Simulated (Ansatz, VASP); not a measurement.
Two plane-wave programs on Si2N

```xyz
3
Lattice="3.8929 0.0000 0.0000 -1.9465 3.3714 0.0000 0.0000 0.0000 3.0201" Properties=species:S:1:pos:R:3 pbc="T T T"
Si    0.0000    2.2476    1.5100
Si    1.9465    1.1238    1.5100
N     0.0000    0.0000    0.0000
```

Change from the starting cell: species swapped into the PrCd2 type (P6/mmm, No. 191).

Alike in both runs: functional PBE; k mesh 6 × 6 × 6; occupations gaussian, width 0.1 eV; collinear spin.

Ansatz relaxed the structure, and its values are those at the end. VASP's run is a single point on that final structure, the one shown.

```csv
,VASP,Ansatz
version,VASP 6.6.1,Ansatz 0.2.0
potentials or method,"VASP PAW PBE potentials, release 64 (Si, N)","scalar-relativistic, plane waves, PAW"
plane-wave cutoff (eV),520,420
valence electrons in the cell,13,13
```

VASP gave:

```
gap on the k mesh at the Fermi level (eV) : none
pressure (GPa)                            : 0.0
net moment per atom (μB)                  : 0.00
```

Problem. Which values does Ansatz return?

Solution. gap on the k mesh at the Fermi level (eV): none; pressure (GPa): 0.1; net moment per atom (μB): 0.00.

A gap of «none» marks a metal or a gap that the smearing closes. Ansatz warned: «seeded_moment_not_kept».
